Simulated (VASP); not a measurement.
Al2Pt: single point with PBE

Al2Pt:

```
Al Pt
1.0
     0.00000    2.95500    2.95500
     2.95500    0.00000    2.95500
     2.95500    2.95500    0.00000
Al Pt
2 1
Direct
  0.25000 0.25000 0.25000
  0.75000 0.75000 0.75000
  0.00000 0.00000 0.00000
```

```
Program             : VASP 6.6.1
Task                : single point
Functional          : PBE
Potentials or basis : VASP PAW PBE potentials, release 64 (Al, Pt)
Cutoff              : 520 eV
k mesh              : 6 × 6 × 6
Occupations         : gaussian, width 0.1 eV
Spin                : no spin polarisation
```

```json
{
 "Pressure": "2.2 GPa",
 "Band gap on the k mesh": "none (metal or under the smearing width)"
}
```

Levels at points of the mesh, in eV from the Fermi level:
| k point | band 6 | band 7 | band 8 | band 9 | band 10 | band 11 |
| --- | --- | --- | --- | --- | --- | --- |
| (0.00, 0.00, 0.00) | -3.73 | 2.94 | 3.80 | 3.80 | 3.80 | 5.38 |
| (0.50, 0.00, 0.00) | -3.51 | -3.51 | 0.99 | 0.99 | 3.75 | 5.13 |
| (0.50, 0.50, 0.00) | -3.44 | -3.23 | -1.63 | -1.63 | 3.12 | 3.36 |

Run time: 5.1 s on 1 thread of Intel(R) Xeon(R) 6975P-C (Granite Rapids) (shared host), peak memory 0.17 GiB.

The run has no spin-orbit coupling, so splittings on Pt are missing.
